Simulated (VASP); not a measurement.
CuI (Marshite):

```
Cu I
1.0
     0.00000    2.97300    2.97300
     2.97300    0.00000    2.97300
     2.97300    2.97300    0.00000
Cu I
1 1
Direct
  0.25000 0.25000 0.25000
  0.00000 0.00000 0.00000
```

Program: VASP 6.6.1. Alike in all runs: task band structure; potentials or basis VASP PAW PBE potentials, release 64 (Cu, I); no spin polarisation; cell as given; k mesh 6 × 6 × 6; cutoff (eV) 520; smearing gaussian 0.03 eV.

Order these runs on this cell by their band gap on the k mesh, lowest first.
A. level HSE06; screening parameter 0.2 1/A
B. level PBE
C. level PBE0; exchange at q = 0 truncated

B (1.31 eV), A (2.72 eV), C (3.37 eV).

Caveats: spin-orbit coupling is left out, which moves the levels of the heavy elements.
